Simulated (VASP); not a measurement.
# CoO (P-6m2) in VASP: notebook

Aim: see how the results for CoO move with the level of theory and the settings. Levels: revPBE, BLYP. Tasks: relaxation of cell and atoms.

All numbers are computed with VASP 6.6.1; they aren't measurements. Logs are shortened: lines on timing, memory, paths and dates and some standing lists are left out, and cuts for length are marked.

## (1) The crystal as given

It takes space group P-6m2 (No. 187, hexagonal). Conventional cell: a = 2.828 Å, b = 2.828 Å, c = 2.722 Å, α = 90.00°, β = 90.00°, γ = 120.00°. Co (site symmetry -6m2) has 6 O at 2.13 Å as nearest neighbours. O (site symmetry -6m2) has 6 Co at 2.13 Å as nearest neighbours.

The cell was built by a generator and needn't be a form met in nature.

## (2) Relaxation of cell and atoms, revPBE, collinear spin, ferromagnetic start

File INCAR:

```
PREC = Accurate
ENCUT = 600
EDIFF = 1E-6
ISMEAR = -1
SIGMA = 0.05
LREAL = F
LASPH = T
NELM = 150
ALGO = Normal
ISIF = 3
LWAVE = F
LCHARG = F
ISPIN = 2
MAGMOM = 2 0
LORBIT = 11
LMAXMIX = 4
GGA = RE
IBRION = 2
NSW = 60
EDIFFG = -0.02
```

File KPOINTS:

```
regular mesh
0
Gamma
  8 8 7
```

File POSCAR:

```
CoO
1.0
    2.8284500000      0.0000000000      0.0000000000
   -1.4142300000      2.4495100000      0.0000000000
    0.0000000000      0.0000000000      2.7217200000
Co O
1 1
Direct
    0.0000000000      0.0000000000      0.5000000000
    0.6666700000      0.3333300000      0.0000000000
```

Potentials or basis: VASP PAW PBE potentials, release 64 (Co, O).

The run is started by

```
> cat potpaw_PBE.64/Co/POTCAR potpaw_PBE.64/O/POTCAR > POTCAR
> mpirun -np 1 vasp_std > vasp.out
```

OUTCAR:

```text
PREC = Accurate
   ENCUT = 600
   EDIFF = 1E-6
   ISMEAR = -1
   LREAL = F
   LASPH = T
   NELM = 150
   ISIF = 3
   ISPIN = 2
   LORBIT = 11
   GGA = RE
   IBRION = 2
   NSW = 60
   EDIFFG = -0.02

 ion  position               nearest neighbor table
   1  0.000  0.000  0.500-   2 2.13   2 2.13   2 2.13   2 2.13   2 2.13   2 2.13
   2  0.667  0.333  0.000-   1 2.13   1 2.13   1 2.13   1 2.13   1 2.13   1 2.13

  LATTYP: Found a hexagonal cell.
 ALAT       =     2.8284500000
 C/A-ratio  =     0.9622655518

  Lattice vectors:

 A1 = (   2.8284500000,   0.0000000000,   0.0000000000)
 A2 = (  -1.4142300000,   2.4495100000,   0.0000000000)
 A3 = (   0.0000000000,   0.0000000000,   2.7217200000)

Analysis of symmetry for initial positions (statically):
=====================================================================
 Subroutine PRICEL returns:
 Original cell was already a primitive cell.

 Routine SETGRP: Setting up the symmetry group for a
 hexagonal supercell.

 Subroutine GETGRP returns: Found  4 space group operations
 (whereof  4 operations were pure point group operations)
 out of a pool of 24 trial point group operations.

The static configuration has the point symmetry C_2v.

Analysis of symmetry for dynamics (positions and initial velocities):
=====================================================================
 Subroutine PRICEL returns:
 Original cell was already a primitive cell.

 Routine SETGRP: Setting up the symmetry group for a
 hexagonal supercell.

 Subroutine GETGRP returns: Found  4 space group operations
 (whereof  4 operations were pure point group operations)
 out of a pool of 24 trial point group operations.

The dynamic configuration has the point symmetry C_2v.

Analysis of structural, dynamic, and magnetic symmetry:
=====================================================================
 Subroutine PRICEL returns:
 Original cell was already a primitive cell.

 Routine SETGRP: Setting up the symmetry group for a
 hexagonal supercell.

 Subroutine GETGRP returns: Found  4 space group operations
 (whereof  4 operations were pure point group operations)
 out of a pool of 24 trial point group operations.

The overall configuration has the point symmetry C_2v.

 Subroutine INISYM returns: Found  4 space group operations
 (whereof  4 operations are pure point group operations),
 and found     1 'primitive' translations

----------------------------------------------------------------------------------------

                                     Primitive cell

  volume of cell :      18.8569

  direct lattice vectors                    reciprocal lattice vectors
     2.828450000  0.000000000  0.000000000     0.353550531  0.204123179  0.000000000
    -1.414230000  2.449510000  0.000000000     0.000000000  0.408244914  0.000000000
     0.000000000  0.000000000  2.721720000     0.000000000  0.000000000  0.367414723

  length of vectors
     2.828450000  2.828452887  2.721720000     0.408245331  0.408244914  0.367414723

  position of ions in fractional coordinates (direct lattice)
     0.000000000  0.000000000  0.500000000
     0.666670000  0.333330000  0.000000000

  ion indices of the primitive-cell ions
   primitive index   ion index
                 1           1
                 2           2

----------------------------------------------------------------------------------------

 KPOINTS: regular mesh

Automatic generation of k-mesh.
 Grid dimensions read from file:
 generate k-points for:    8    8    7

 Generating k-lattice:

  Cartesian coordinates                     Fractional coordinates (reciprocal lattice)
     0.044193816  0.025515397  0.000000000     0.125000000  0.000000000  0.000000000
     0.000000000  0.051030614  0.000000000     0.000000000  0.125000000  0.000000000
     0.000000000  0.000000000  0.052487818     0.000000000  0.000000000  0.142857143

  Length of vectors
     0.051030666  0.051030614  0.052487818

  Shift w.r.t. Gamma in fractional coordinates (k-lattice)
     0.000000000  0.000000000  0.000000000

 Subroutine IBZKPT returns following result:
 ===========================================

 Found     84 irreducible k-points:

 Following reciprocal coordinates:
            Coordinates               Weight
  0.000000  0.000000  0.000000      1.000000
  0.125000  0.000000  0.000000      4.000000
 -0.125000  0.125000  0.000000      2.000000
  0.250000  0.000000  0.000000      4.000000
 -0.250000  0.250000  0.000000      2.000000
  0.375000  0.000000  0.000000      4.000000
[... 16 lines left out ...]
  0.125000  0.000000  0.142857      8.000000
 -0.125000  0.125000  0.142857      4.000000
 [... further k-points ...]
   k-points           NKPTS =     84   k-points in BZ     NKDIM =     84   number of bands    NBANDS=     12
   number of dos      NEDOS =    301   number of ions     NIONS =      2
   total plane-waves  NPLWV =  13824
   dimension x,y,z NGX =    24 NGY =   24 NGZ =   24
   dimension x,y,z NGXF=    48 NGYF=   48 NGZF=   48
   ions per type =               1   1
   NGX,Y,Z   is equivalent  to a cutoff of  14.11, 14.11, 14.66 a.u.
   NGXF,Y,Z  is equivalent  to a cutoff of  28.21, 28.21, 29.32 a.u.
 SYSTEM =  unknown system
   PREC   = accura    normal or accurate (medium, high low for compatibility)
   ISTART =      0    job   : 0-new  1-cont  2-samecut
   ICHARG =      2    charge: 1-file 2-atom 10-const
   ISPIN  =      2    spin polarized calculation?
   LNONCOLLINEAR =      F non collinear calculations
   LSORBIT =      F    spin-orbit coupling
   LASPH  =      T    aspherical Exc in radial PAW
   ENCUT  =  600.0 eV  44.10 Ry    6.64 a.u.   5.65  5.65  5.44*2*pi/ulx,y,z
   NELM   =    150;   NELMIN=  2; NELMDL= -5     # of ELM steps
   EDIFF  = 0.1E-05   stopping-criterion for ELM
   LREAL  =      F    real-space projection
   EDIFFG = -.2E-01   stopping-criterion for IOM
   NSW    =     60    number of steps for IOM
   IBRION =      2    ionic relax: 0-MD 1-quasi-New 2-CG
   NFREE  =      1    steps in history (QN), initial steepest desc. (CG)
   ISIF   =      3    stress and relaxation
   ISYM   =      2    0-nonsym 1-usesym 2-fastsym
   POTIM  = 0.5000    time-step for ionic-motion
   TEBEG  =    0.0;   TEEND  =   0.0 temperature during run
   PSTRESS=    0.0 pullay stress
   NELECT =      15.0000    total number of electrons
   NUPDOWN=      -1.0000    fix difference up-down
   EMIN   =  10.00;   EMAX   =-10.00  energy-range for DOS
   EFERMI =   0.00;   METHOD = LEGACY
   ISMEAR =    -1;   SIGMA  =   0.05  broadening in eV -4-tet -1-fermi 0-gaus
   EFERMI_NEDOS =   21; number of points for ismear=-14 and -15
   IALGO  =     38    algorithm
   IMIX   =      4    mixing-type and parameters
     AMIX     =   0.40;   BMIX     =  1.00
     AMIX_MAG =   1.60;   BMIX_MAG =  1.00
  volume/ion in A,a.u.               =       9.43        63.63
  Fermi-wavevector in a.u.,A,eV,Ry     =   1.516869  2.866468 31.305547  2.300893
  Thomas-Fermi vector in A             =   2.626201
   LORBIT       =     11    0 simple, 1 ext, 2 COOP (PROOUT), +10 PAW based schemes
   GGA     = RE    functional components
   LHFCALC =     F    Hartree Fock is set to
   AEXX    =    0.0000 exact exchange contribution
   IVDW    =     0    specifies the selected vdW correction
   LEPSILON=     F    determine dielectric tensor
   LRPA    =     F    only Hartree local field effects (RPA)
 conjugate gradient relaxation of ions
 spin polarized calculation
  energy-cutoff  :      600.00
  volume of cell :       18.86
 maximum number of plane-waves:       647
   NGX = 11   NGY = 11   NGZ = 11

--------------------------------------- Ionic step        1  -------------------------------------------

 number of electron      15.0000002 magnetization       2.9997845

 Free energy of the ion-electron system (eV)
  ---------------------------------------------------
  ext. energy  EPLUGINS =         0.00000000
  ---------------------------------------------------
  free energy    TOTEN  =       -12.19229228 eV

  energy without entropy =      -12.16464440  energy(sigma->0) =      -12.17846834

------------------------ aborting loop because EDIFF is reached ----------------------------------------

  FORCE on cell =-STRESS in cart. coord.  units (eV):
  Direction    XX          YY          ZZ          XY          YZ          ZX
  --------------------------------------------------------------------------------------
  -------------------------------------------------------------------------------------
  Total        0.4761078      0.4761614      0.4700425      0.0000453      0.0000000      0.0000000
  in kB       40.4524375     40.4569948     39.9371046      0.0038514      0.0000000      0.0000000
  external PRESSURE =      40.2821789 kB  Pullay stress =       0.0000000 kB
[... 165 lines left out ...]
  energy  without entropy=      -12.1693288482  energy(sigma->0) =      -12.18357465

--------------------------------------- Ionic step        6  -------------------------------------------

 number of electron      15.0000005 magnetization       2.9999875

 Free energy of the ion-electron system (eV)
  ---------------------------------------------------
  ext. energy  EPLUGINS =         0.00000000
  ---------------------------------------------------
  free energy    TOTEN  =       -12.19793403 eV

  energy without entropy =      -12.16957889  energy(sigma->0) =      -12.18375646

 E-fermi :   8.0088     XC(G=0): -12.3063

 val. band max:        8.0055181421   @ k =   0.3750   0.2500   0.4286
 cond. band min:       8.0143055201   @ k =  -0.3750   0.3750   0.0000
 fundamental gap:      0.0087873779
 Fermi energy:         8.0088354583

 spin component 1

 k-point     1 :       0.0000    0.0000    0.0000
  band No.  band energies     occupation
      1     -12.3693      1.00000
      2       3.0989      1.00000
      3       3.0993      1.00000
      4       3.7539      1.00000
      5       4.5082      1.00000
      6       5.0270      1.00000
      7       5.0270      1.00000
      8       6.9755      1.00000
      9       6.9757      1.00000
     10       8.6332      0.00000
     11      22.7027      0.00000
     12      23.9014      0.00000
[... 331 lines left out ...]
 k-point    24 :      -0.1250    0.1250    0.1429
  band No.  band energies     occupation
      1     -12.0626      1.00000
      2       2.5729      1.00000
      3       2.8075      1.00000
      4       3.2338      1.00000
      5       4.3870      1.00000
      6       4.8813      1.00000
      7       5.4048      1.00000
      8       6.5905      1.00000
      9       6.9014      1.00000
     10      10.4816      0.00000
     11      21.6572      0.00000
     12      22.4152      0.00000

 [... further k-points ...]

 spin component 2

 k-point     1 :       0.0000    0.0000    0.0000
  band No.  band energies     occupation
      1     -11.7268      1.00000
      2       4.4132      1.00000
      3       4.4133      1.00000
      4       5.1927      1.00000
      5       5.4074      1.00000
      6       8.3697      0.00073
      7       8.3697      0.00073
      8       8.8256      0.00000
      9       8.8260      0.00000
     10       9.1920      0.00000
     11      23.0436      0.00000
     12      24.4908      0.00000
[... 374 lines left out ...]
  FREE ENERGIE OF THE ION-ELECTRON SYSTEM (eV)
  ---------------------------------------------------
  free  energy   TOTEN  =       -12.1979340342 eV

  energy  without entropy=      -12.1695788859  energy(sigma->0) =      -12.18375646

 reached required accuracy - stopping structural energy minimisation

 total charge

# of ion       s       p       d       tot
------------------------------------------
    1        0.302   0.376   7.128   7.805
    2        1.564   3.402   0.000   4.966
--------------------------------------------------
tot          1.865   3.778   7.128  12.771

 magnetization (x)

# of ion       s       p       d       tot
------------------------------------------
    1        0.006   0.007   2.546   2.559
    2        0.025   0.373   0.000   0.399
--------------------------------------------------
tot          0.031   0.380   2.546   2.958
```

Run time: 93 s. Hardware: 1 thread of Intel Xeon Platinum 8488C (Sapphire Rapids), shared host; peak memory 0.18 GiB.

Results:

* Free energy: -12.1979 eV
* Relaxed volume: 9.65 Å³/atom
* Relaxed cell: a = 2.858 Å, b = 2.858 Å, c = 2.730 Å, α = 90.00°, β = 90.00°, γ = 120.00°
* Space group after relaxing (to 0.05 Å): P-6m2 (No. 187)
* Energy gained by relaxing: 2.8 meV/atom
* Ionic steps: 6
* Pressure after relaxing: 0.0 GPa
* Band gap on the k mesh: none (metal or under the smearing width)
* Net moment: 3.00 μB per cell
* Site moments: Co +2.56; O +0.40 μB
* Valence electrons inside the program's atomic spheres: Co 7.80; O 4.97

The path:
```
step  energy change (eV)  largest force (eV/Å)  pressure (GPa)  volume (Å³)
   1              0.0000                0.0000            4.03        18.86
   2             -0.0039                0.0001           -1.95        19.51
   3             -0.0053                0.0001           -0.03        19.29
   4             -0.0053                0.0000            0.14        19.28
   5             -0.0055                0.0000            0.04        19.29
   6             -0.0056                0.0001            0.02        19.30
```

Final structure:
```xyz
2
Lattice="2.8575 0.0000 0.0000 -1.4288 2.4747 0.0000 0.0000 0.0000 2.7298" Properties=species:S:1:pos:R:3 pbc="T T T"
Co    2.8575    0.0000    1.3649
O     1.4288    0.8249    0.0000
```

Levels at points of the mesh, in eV from the Fermi level:
Spin up:
```tsv
k point	band 5	band 6	band 7	band 8	band 9	band 10	band 11	band 12
(0.00, 0.00, 0.00)	-3.50	-2.98	-2.98	-1.03	-1.03	0.62	14.69	15.89
(0.50, 0.00, 0.00)	-4.05	-3.11	-2.12	-2.12	-0.68	5.54	8.50	14.82
(0.50, 0.50, 0.00)	-4.05	-3.11	-2.12	-2.12	-0.68	5.54	8.50	14.82
```
Spin down:
```
           k point  band 3  band 4  band 5  band 6  band 7  band 8  band 9  band 10
(0.00, 0.00, 0.00)   -3.60   -2.82   -2.60    0.36    0.36    0.82    0.82     1.18
(0.50, 0.00, 0.00)   -3.64   -3.25   -2.21    0.09    0.19    0.33    1.72     5.93
(0.50, 0.50, 0.00)   -3.64   -3.25   -2.21    0.09    0.19    0.33    1.72     5.93
```

Caveat: the PAW data sets were made with another functional, which shifts forces and pressure a little; a cell with one magnetic atom can't hold antiferromagnetic order, which such compounds often take; semilocal functionals often make such compounds metallic where correlation or magnetic order opens a gap, which also shifts bond lengths. With open d or f shells a metallic result of revPBE can be an artefact of self-interaction; +U or a hybrid may open a gap.

(Part 1 of 2 ends here.)
